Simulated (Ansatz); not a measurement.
# RuO2: pressure series

The reference is RuO2 in the rutile structure (space group P4_2/mnm, No. 136).

```yaml
crystal:
  lattice:
    - [4.46729, 0.00000, 0.00000]
    - [0.00000, 4.46729, 0.00000]
    - [0.00000, 0.00000, 3.09265]
  atoms:
    - { symbol: Ru, position: [0.00000, 0.00000, 0.00000] }
    - { symbol: Ru, position: [0.50000, 0.50000, 0.50000] }
    - { symbol: O, position: [0.30611, 0.30611, 0.00000] }
    - { symbol: O, position: [0.80611, 0.19389, 0.50000] }
    - { symbol: O, position: [0.19389, 0.80611, 0.50000] }
    - { symbol: O, position: [0.69389, 0.69389, 0.00000] }
```

Cell and atoms are relaxed at each pressure.

The values are results of PBEsol, PAW, 420 eV (Ansatz, an electronic-structure program; no spin-orbit coupling), earlier PAW set, not measurements.

Notes on the quantities. enthalpy: H = E + PV relative to the base's energy.

| case | lattice parameter a | c/a ratio | enthalpy |
|---|---|---|---|
| base | 4.467 Å | 0.692 | – |
| pressure −2 GPa | 4.481 Å | 0.691 | -0.13 eV/atom |
| pressure −1 GPa | 4.474 Å | 0.692 | -0.06 eV/atom |
| pressure 3 GPa | 4.448 Å | 0.694 | +0.19 eV/atom |
| pressure 7 GPa | 4.423 Å | 0.696 | +0.44 eV/atom |
| pressure 15 GPa | 4.378 Å | 0.701 | +0.94 eV/atom |
| pressure 30 GPa | 4.305 Å | 0.708 | +1.84 eV/atom |
| pressure 50 GPa | 4.223 Å | 0.717 | +2.99 eV/atom |
| pressure 75 GPa | 4.137 Å | 0.728 | +4.36 eV/atom |
| pressure 100 GPa | 4.064 Å | 0.738 | +5.67 eV/atom |

Load acts through the strain it causes; cell and atoms are relaxed under it. No phonon test of stability was made. Competing high-pressure phases were not computed. No Hubbard U is applied, and correlation can decide whether such a compound is a metal. All final runs are without spin polarisation.
